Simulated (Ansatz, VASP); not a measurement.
**Two plane-wave programs on Pd**

```xyz
1
Lattice="2.6362 0.0000 0.0000 0.0000 2.6362 0.0000 0.0000 0.0000 2.6362" Properties=species:S:1:pos:R:3 pbc="T T T"
Pd    0.0000    0.0000    0.0000
```

Alike in both runs: task single point; functional revPBE; k mesh 13 × 13 × 13; occupations fermi-dirac, width 0.1 eV; no spin polarisation.

|  | VASP | Ansatz |
| --- | --- | --- |
| version | VASP 6.6.1 | Ansatz 0.2.0 |
| potentials or method | VASP PAW PBE potentials, release 64 (Pd) | plane waves (420 eV) with PAW, scalar-relativistic |
| plane-wave cutoff (eV) | 520 | 420 |
| valence electrons in the cell | 10 | 18 |

|  | VASP | Ansatz | Ansatz less VASP |
| --- | --- | --- | --- |
| pressure (GPa) | -0.4 | -0.1 | +0.26 |

The two sets of potentials don't hold the same shells in valence.

Caveats: the PAW data sets were made with another functional, which shifts forces and pressure a little (VASP).
